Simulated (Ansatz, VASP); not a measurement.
## Sb2Pt (Geversite) in VASP and in Ansatz

```
Pt Sb
1.0
     6.44230    0.00000    0.00000
     0.00000    6.44230    0.00000
     0.00000    0.00000    6.44230
Pt Sb
4 8
Direct
  0.00000 0.50000 0.50000
  0.50000 0.50000 0.00000
  0.50000 0.00000 0.50000
  0.00000 0.00000 0.00000
  0.37530 0.12470 0.87530
  0.12470 0.87530 0.37530
  0.87530 0.37530 0.12470
  0.62470 0.62470 0.62470
  0.62470 0.87530 0.12470
  0.87530 0.12470 0.62470
  0.12470 0.62470 0.87530
  0.37530 0.37530 0.37530
```

Alike in both runs: task relaxation of cell and atoms; functional LDA; k mesh 4 × 4 × 4; occupations fermi-dirac, width 0.05 eV; no spin polarisation.

|  | VASP | Ansatz |
| --- | --- | --- |
| version | VASP 6.6.1 | Ansatz 0.2.0 |
| potentials or method | VASP PAW LDA potentials, release 64 (Pt, Sb) | Ansatz PAW |
| plane-wave cutoff (eV) | 600 | 420 |
| valence electrons in the cell | 80 | 192 |

|  | VASP | Ansatz | Ansatz less VASP |
| --- | --- | --- | --- |
| gap on the k mesh at the Fermi level, each at its own relaxed structure (eV) | none | none | - |
| relaxed volume (Å³/atom) | 22.14 | 22.10 | -0.036 |
| relaxed cell length with the largest relative difference (Å) | 6.428 | 6.425 | -0.0035 |

A gap of «none» marks a metal or a gap that the smearing closes. The two sets of potentials don't hold the same shells in valence.

Caveats: the plane-wave basis is chosen anew once the cell has moved, so the energies of steps on either side of that aren't comparable (Ansatz); the PAW data sets come from PBE, with cores solved anew for the run's functional, which leaves a small shift of forces and pressure (Ansatz). The runs have no spin-orbit coupling, so splittings on Pt, Sb are missing. LDA usually gives volumes a few per cent too small. Zero-point motion and thermal expansion aren't in these numbers.
